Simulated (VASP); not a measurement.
# TePt (R-3m) in VASP: notebook

One crystal, TePt, is run at these levels: PBEsol, rev-vdW-DF2; tasks: relaxation of cell and atoms.

All numbers are computed with VASP 6.6.1; they aren't measurements. Logs are shortened: lines on timing, memory, paths and dates and some standing lists are left out, and cuts for length are marked.

## 1. The crystal as given

The structure is trigonal, space group R-3m (No. 166). The conventional cell has a = 3.963 Å, b = 3.963 Å, c = 19.983 Å, α = 90.00°, β = 90.00°, γ = 120.00°. Te (site symmetry 3m) has 3 Pt at 2.59 Å as nearest neighbours. Pt (site symmetry 3m) is surrounded by 3 Te at 2.59 Å and 3 Pt at 2.72 Å.

## 2. Relaxation of cell and atoms, PBEsol

Input file INCAR:

```
  ALGO = Normal
  EDIFF = 1E-6
  EDIFFG = -0.01
  ENCUT = 600
  GGA = PS
  IBRION = 2
  ISIF = 3
  ISMEAR = 1
  KPAR = 2
  LASPH = True
  LCHARG = False
  LREAL = False
  LWAVE = False
  NELM = 80
  NSW = 90
  PREC = Accurate
  SIGMA = 0.1
```

Input file KPOINTS:

```
k-points
0
Gamma
  12 12 11
```

Input file POSCAR:

```
TePt
1.0
    1.9815661262      1.1440577364      6.6610334788
   -1.9815661262      1.1440577364      6.6610334788
    0.0000000000     -2.2881154728      6.6610334788
Te Pt
2 2
Direct
    0.5980000000      0.5980000000      0.5980000000
    0.4020000000      0.4020000000      0.4020000000
    0.8703333333      0.8703333333      0.8703333333
    0.1296666667      0.1296666667      0.1296666667
```

Potentials or basis: VASP PAW PBE potentials, release 64 (Te, Pt).

Launch:

```
$ cat potpaw_PBE.64/Te/POTCAR potpaw_PBE.64/Pt/POTCAR > POTCAR
$ mpirun -np 2 vasp_std > vasp.out
```

OUTCAR:

```text
EDIFF = 1E-6
   EDIFFG = -0.01
   ENCUT = 600
   GGA = PS
   IBRION = 2
   ISIF = 3
   ISMEAR = 1
   LASPH = True
   LREAL = False
   NELM = 80
   NSW = 90
   PREC = Accurate

 ion  position               nearest neighbor table
   1  0.598  0.598  0.598-   3 2.59   3 2.59   3 2.59   4 3.54   4 3.54   4 3.54   2 3.57   2 3.57
                             2 3.57
   2  0.402  0.402  0.402-   4 2.59   4 2.59   4 2.59   3 3.54   3 3.54   3 3.54   1 3.57   1 3.57
                             1 3.57
   3  0.870  0.870  0.870-   1 2.59   1 2.59   1 2.59   4 2.72   4 2.72   4 2.72   2 3.54   2 3.54
                             2 3.54
   4  0.130  0.130  0.130-   2 2.59   2 2.59   2 2.59   3 2.72   3 2.72   3 2.72   1 3.54   1 3.54
                             1 3.54

  LATTYP: Found a trigonal (rhomboedric) cell.
 ALAT       =     7.0430703122
 COS(alpha) =     0.8416846276

  Lattice vectors:

 A1 = (   1.9815661262,   1.1440577364,   6.6610334788)
 A2 = (  -1.9815661262,   1.1440577364,   6.6610334788)
 A3 = (   0.0000000000,  -2.2881154728,   6.6610334788)

Analysis of symmetry for initial positions (statically):
=====================================================================
 Subroutine PRICEL returns:
 Original cell was already a primitive cell.

 Routine SETGRP: Setting up the symmetry group for a
 trigonal (rhombohedral) supercell.

 Subroutine GETGRP returns: Found 12 space group operations
 (whereof 12 operations were pure point group operations)
 out of a pool of 12 trial point group operations.

The static configuration has the point symmetry D_3d.

Analysis of symmetry for dynamics (positions and initial velocities):
=====================================================================
 Subroutine PRICEL returns:
 Original cell was already a primitive cell.

 Routine SETGRP: Setting up the symmetry group for a
 trigonal (rhombohedral) supercell.

 Subroutine GETGRP returns: Found 12 space group operations
 (whereof 12 operations were pure point group operations)
 out of a pool of 12 trial point group operations.

The dynamic configuration has the point symmetry D_3d.

 Subroutine INISYM returns: Found 12 space group operations
 (whereof 12 operations are pure point group operations),
 and found     1 'primitive' translations

----------------------------------------------------------------------------------------

                                     Primitive cell

  volume of cell :      90.6044

  direct lattice vectors                    reciprocal lattice vectors
     1.981566126  1.144057736  6.661033479     0.252325670  0.145680293  0.050042285
    -1.981566126  1.144057736  6.661033479    -0.252325670  0.145680293  0.050042285
     0.000000000 -2.288115473  6.661033479     0.000000000 -0.291360587  0.050042285

  length of vectors
     7.043070312  7.043070312  7.043070312     0.295626829  0.295626829  0.295626829

  position of ions in fractional coordinates (direct lattice)
     0.598000000  0.598000000  0.598000000
     0.402000000  0.402000000  0.402000000
     0.870333333  0.870333333  0.870333333
     0.129666667  0.129666667  0.129666667

  ion indices of the primitive-cell ions
   primitive index   ion index
                 1           1
                 2           2
                 3           3
                 4           4

----------------------------------------------------------------------------------------

 KPOINTS: k-points

Automatic generation of k-mesh.
 Grid dimensions read from file:
 generate k-points for:   12   12   11

 Generating k-lattice:

  Cartesian coordinates                     Fractional coordinates (reciprocal lattice)
     0.021027139  0.012140024  0.004170190     0.083333333 -0.000000000  0.000000000
    -0.021027139  0.012140024  0.004170190    -0.000000000  0.083333333  0.000000000
     0.000000000 -0.026487326  0.004549299     0.000000000  0.000000000  0.090909091

  Length of vectors
     0.024635569  0.024635569  0.026875166

  Shift w.r.t. Gamma in fractional coordinates (k-lattice)
     0.000000000  0.000000000  0.000000000

 -----------------------------------------------------------------------------
|                                                                             |
|           W    W    AA    RRRRR   N    N  II  N    N   GGGG   !!!           |
|           W    W   A  A   R    R  NN   N  II  NN   N  G    G  !!!           |
|           W    W  A    A  R    R  N N  N  II  N N  N  G       !!!           |
|           W WW W  AAAAAA  RRRRR   N  N N  II  N  N N  G  GGG   !            |
|           WW  WW  A    A  R   R   N   NN  II  N   NN  G    G                |
|           W    W  A    A  R    R  N    N  II  N    N   GGGG   !!!           |
|                                                                             |
|     Your reciprocal lattice and k-lattice belong to different lattice       |
|     classes:                                                                |
|                                                                             |
|        The reciprocal lattice is rhombohedral (trigonal),                   |
|        whereas your k-lattice is base-centered monoclinic.                  |
|                                                                             |
|     Results are often still useful ...                                      |
|                                                                             |
 -----------------------------------------------------------------------------

 WARNING: IBZKPT: internal override: KBLOWUP is changed to .FALSE.
      ... skipping the blow-up phase ...

 Subroutine IBZKPT returns following result:
 ===========================================

 Found    433 irreducible k-points:

 Following reciprocal coordinates:
            Coordinates               Weight
  0.000000  0.000000  0.000000      1.000000
  0.083333  0.000000  0.000000      4.000000
  0.166667  0.000000  0.000000      4.000000
  0.250000 -0.000000  0.000000      4.000000
  0.333333 -0.000000  0.000000      4.000000
  0.416667 -0.000000  0.000000      4.000000
[... 16 lines left out ...]
  0.500000  0.166667 -0.000000      4.000000
 -0.416667  0.166667  0.000000      4.000000
 [... further k-points ...]
   k-points           NKPTS =    433   k-points in BZ     NKDIM =    433   number of bands    NBANDS=     20
   number of dos      NEDOS =    301   number of ions     NIONS =      4
   total plane-waves  NPLWV = 175616
   dimension x,y,z NGX =    56 NGY =   56 NGZ =   56
   dimension x,y,z NGXF=   112 NGYF=  112 NGZF=  112
   ions per type =               2   2
   NGX,Y,Z   is equivalent  to a cutoff of  13.22, 13.22, 13.22 a.u.
   NGXF,Y,Z  is equivalent  to a cutoff of  26.44, 26.44, 26.44 a.u.
 SYSTEM =  unknown system
   PREC   = accura    normal or accurate (medium, high low for compatibility)
   ISTART =      0    job   : 0-new  1-cont  2-samecut
   ICHARG =      2    charge: 1-file 2-atom 10-const
   ISPIN  =      1    spin polarized calculation?
   LNONCOLLINEAR =      F non collinear calculations
   LSORBIT =      F    spin-orbit coupling
   LASPH  =      T    aspherical Exc in radial PAW
   ENCUT  =  600.0 eV  44.10 Ry    6.64 a.u.  14.07 14.07 14.07*2*pi/ulx,y,z
   NELM   =     80;   NELMIN=  2; NELMDL= -5     # of ELM steps
   EDIFF  = 0.1E-05   stopping-criterion for ELM
   LREAL  =      F    real-space projection
   EDIFFG = -.1E-01   stopping-criterion for IOM
   NSW    =     90    number of steps for IOM
   IBRION =      2    ionic relax: 0-MD 1-quasi-New 2-CG
   NFREE  =      1    steps in history (QN), initial steepest desc. (CG)
   ISIF   =      3    stress and relaxation
   ISYM   =      2    0-nonsym 1-usesym 2-fastsym
   POTIM  = 0.5000    time-step for ionic-motion
   TEBEG  =    0.0;   TEEND  =   0.0 temperature during run
   PSTRESS=    0.0 pullay stress
   NELECT =      32.0000    total number of electrons
   NUPDOWN=      -1.0000    fix difference up-down
   EMIN   =  10.00;   EMAX   =-10.00  energy-range for DOS
   EFERMI =   0.00;   METHOD = LEGACY
   ISMEAR =     1;   SIGMA  =   0.10  broadening in eV -4-tet -1-fermi 0-gaus
   EFERMI_NEDOS =   21; number of points for ismear=-14 and -15
   IALGO  =     38    algorithm
   IMIX   =      4    mixing-type and parameters
     AMIX     =   0.40;   BMIX     =  1.00
     AMIX_MAG =   1.60;   BMIX_MAG =  1.00
  volume/ion in A,a.u.               =      22.65       152.86
  Fermi-wavevector in a.u.,A,eV,Ry     =   1.157200  2.186791 18.219718  1.339111
  Thomas-Fermi vector in A             =   2.293813
   LORBIT       =      0    0 simple, 1 ext, 2 COOP (PROOUT), +10 PAW based schemes
   GGA     = PS    functional components
   LHFCALC =     F    Hartree Fock is set to
   AEXX    =    0.0000 exact exchange contribution
   IVDW    =     0    specifies the selected vdW correction
   LEPSILON=     F    determine dielectric tensor
   LRPA    =     F    only Hartree local field effects (RPA)
 conjugate gradient relaxation of ions
 non-spin polarized calculation
 Methfessel and Paxton  Order N= 1 SIGMA  =   0.10
  energy-cutoff  :      600.00
  volume of cell :       90.60
 maximum number of plane-waves:      3047
   NGX = 29   NGY = 29   NGZ = 29

--------------------------------------- Ionic step        1  -------------------------------------------

 number of electron      31.9999999 magnetization

 Free energy of the ion-electron system (eV)
  ---------------------------------------------------
  ext. energy  EPLUGINS =         0.00000000
  ---------------------------------------------------
  free energy    TOTEN  =       -22.35412359 eV

  energy without entropy =      -22.35399733  energy(sigma->0) =      -22.35408151

------------------------ aborting loop because EDIFF is reached ----------------------------------------

  FORCE on cell =-STRESS in cart. coord.  units (eV):
  Direction    XX          YY          ZZ          XY          YZ          ZX
  --------------------------------------------------------------------------------------
  -------------------------------------------------------------------------------------
  Total       -0.2107862     -0.2107862     -0.2818978      0.0000000      0.0000000      0.0000000
  in kB       -3.7273779     -3.7273779     -4.9848588      0.0000000      0.0000000      0.0000000
  external PRESSURE =      -4.1465382 kB  Pullay stress =       0.0000000 kB
[... 215 lines left out ...]
--------------------------------------- Ionic step        7  -------------------------------------------

 number of electron      32.0000000 magnetization

 Free energy of the ion-electron system (eV)
  ---------------------------------------------------
  ext. energy  EPLUGINS =         0.00000000
  ---------------------------------------------------
  free energy    TOTEN  =       -22.35741095 eV

  energy without entropy =      -22.35736522  energy(sigma->0) =      -22.35739571

 E-fermi :   8.3483     XC(G=0): -11.0733

 val. band max:        8.3391364158   @ k =   0.0833   0.0833   0.3636
 cond. band min:       8.3520348098   @ k =   0.2500   0.0000   0.2727
 fundamental gap:      0.0128983940
 Fermi energy:         8.3482798873

 k-point     1 :       0.0000    0.0000    0.0000
  band No.  band energies     occupation
      1      -5.0162      2.00000
      2      -3.4119      2.00000
      3       1.4860      2.00000
      4       2.8279      2.00000
      5       2.8279      2.00000
      6       3.5151      2.00000
[... 541 lines left out ...]
     19      11.0901      0.00000
     20      13.6197      0.00000

 [... further k-points ...]
[... 5 lines left out ...]
  --------------------------------------------------------------------------------------
  -------------------------------------------------------------------------------------
  Total       -0.0284582     -0.0284582     -0.0214400      0.0000000      0.0000000     -0.0000000
  in kB       -0.5061787     -0.5061787     -0.3813468      0.0000000      0.0000000     -0.0000000
  external PRESSURE =      -0.4645680 kB  Pullay stress =       0.0000000 kB
[... 19 lines left out ...]
  FREE ENERGIE OF THE ION-ELECTRON SYSTEM (eV)
  ---------------------------------------------------
  free  energy   TOTEN  =       -22.3574109529 eV

  energy  without entropy=      -22.3573652236  energy(sigma->0) =      -22.35739571

 reached required accuracy - stopping structural energy minimisation
```

Run time: 39 min. Hardware: 2 MPI ranks of Intel Xeon Platinum 8559C (Emerald Rapids), shared host; peak memory 1.2 GiB.

What came out:

```
Free energy                            : -22.3574 eV
Relaxed volume                         : 22.52 Å³/atom
Relaxed cell                           : a = 7.010 Å, b = 7.010 Å, c = 7.010 Å, α = 32.83°, β = 32.83°, γ = 32.83°
Space group after relaxing (to 0.05 Å) : R-3m (No. 166)
Energy gained by relaxing              : 0.8 meV/atom
Ionic steps                            : 7
Pressure after relaxing                : 0.0 GPa
Largest force after relaxing           : 0.006 eV/Å
Band gap on the k mesh                 : none (metal or under the smearing width)
```

Forces in eV/Å, atoms in the order of the input:
```
Te   0.000  0.000  0.006
Te   0.000  0.000 -0.006
Pt   0.000  0.000 -0.004
Pt   0.000  0.000  0.004
```

The path:
| step | energy change (eV) | largest force (eV/Å) | pressure (GPa) | volume (Å³) |
| --- | --- | --- | --- | --- |
| 1 | 0.0000 | 0.1896 | -0.41 | 90.60 |
| 2 | -0.0023 | 0.0841 | 0.55 | 89.84 |
| 3 | -0.0024 | 0.0767 | 0.39 | 89.97 |
| 4 | -0.0027 | 0.0726 | -0.29 | 90.25 |
| 5 | -0.0032 | 0.0110 | -0.01 | 90.13 |
| 6 | -0.0032 | 0.0074 | -0.01 | 90.11 |
| 7 | -0.0033 | 0.0063 | -0.05 | 90.08 |

Final structure:
```xyz
4
Lattice="1.9810 1.1437 6.6259 -1.9810 1.1437 6.6259 0.0000 -2.2875 6.6259" Properties=species:S:1:pos:R:3 pbc="T T T"
Te    0.0000    0.0000   11.8924
Te    0.0000    0.0000    7.9853
Pt    0.0000    0.0000   17.2895
Pt    0.0000    0.0000    2.5883
```

Levels at points of the mesh, in eV from the Fermi level:
```
           k point  band 14  band 15  band 16  band 17  band 18  band 19
(0.00, 0.00, 0.00)     0.66     0.66     0.91     1.25     2.89     2.89
(0.50, 0.00, 0.00)    -1.96    -1.79    -1.05     0.36     1.36     1.99
(0.50, 0.50, 0.00)    -1.77    -1.74    -1.34    -1.12     2.60     3.90
```

Caveat: the PAW data sets were made with another functional, which shifts forces and pressure a little. The run has no spin-orbit coupling, so splittings on Pt, Te are missing.

## 3. Relaxation of cell and atoms, PBEsol

This run uses another cell than the first one, of 22.52 Å³/atom, 0.994 times its volume.

INCAR: that of step 2 with these lines changed.

```diff
@@ -1,4 +1,4 @@
   ALGO = Normal
-  EDIFF = 1E-6
-  EDIFFG = -0.01
+  EDIFF = 1E-7
+  EDIFFG = -0.005
   ENCUT = 600
```

KPOINTS is that of step 2.

Input file POSCAR:

```
TePt                                    
1.0
    1.9810215704      1.1437433370      6.6259147195
   -1.9810215704      1.1437433370      6.6259147195
   -0.0000000000     -2.2874866740      6.6259147195
  Te              Pt            
     2     2
Direct
     0.5982771454087817    0.5982771454087817    0.5982771454087817
     0.4017228545912183    0.4017228545912183    0.4017228545912183
     0.8697895538463155    0.8697895538463155    0.8697895538463155
     0.1302104461536845    0.1302104461536845    0.1302104461536845
```

Potentials or basis: VASP PAW PBE potentials, release 64 (Te, Pt).

Launch:

```
$ cat potpaw_PBE.64/Te/POTCAR potpaw_PBE.64/Pt/POTCAR > POTCAR
$ mpirun -np 2 vasp_std > vasp.out
```

Wall time 36 min (2 MPI ranks of Intel Xeon Platinum 8559C (Emerald Rapids), shared host); peak memory 1.2 GiB.

It converged, with:

| Property | Result |
| --- | --- |
| Free energy | -22.3574 eV |
| Relaxed volume | 22.50 Å³/atom |
| Relaxed cell | a = 7.007 Å, b = 7.007 Å, c = 7.007 Å, α = 32.84°, β = 32.84°, γ = 32.84° |
| Space group after relaxing (to 0.05 Å) | R-3m (No. 166) |
| Energy gained by relaxing | 0.0 meV/atom |
| Ionic steps | 7 |
| Pressure after relaxing | 0.0 GPa |
| Largest force after relaxing | 0.005 eV/Å |
| Band gap on the k mesh | none (metal or under the smearing width) |

Forces on the atoms (eV/Å):
```
Te   0.000  0.000  0.000
Te   0.000  0.000  0.000
Pt   0.000  0.000  0.005
Pt   0.000  0.000 -0.005
```

Final structure:
```xyz
4
Lattice="1.9805 1.1434 6.6230 -1.9805 1.1434 6.6230 0.0000 -2.2869 6.6230" Properties=species:S:1:pos:R:3 pbc="T T T"
Te    0.0000    0.0000   11.8890
Te    0.0000    0.0000    7.9800
Pt    0.0000    0.0000   17.2818
Pt    0.0000    0.0000    2.5872
```

Levels at points of the mesh, in eV from the Fermi level:
| k point | band 13 | band 14 | band 15 | band 16 | band 17 | band 18 | band 19 | band 20 |
| --- | --- | --- | --- | --- | --- | --- | --- | --- |
| (0.00, 0.00, 0.00) | -1.70 | 0.66 | 0.66 | 0.91 | 1.25 | 2.89 | 2.89 | 4.59 |
| (0.50, 0.00, 0.00) | -2.48 | -1.96 | -1.79 | -1.05 | 0.36 | 1.35 | 1.98 | 3.80 |
| (0.50, 0.50, 0.00) | -2.45 | -1.77 | -1.73 | -1.35 | -1.12 | 2.60 | 3.90 | 4.78 |

Caveat: the PAW data sets were made with another functional, which shifts forces and pressure a little. The run has no spin-orbit coupling, so splittings on Pt, Te are missing.

[end of part 1 of 2]
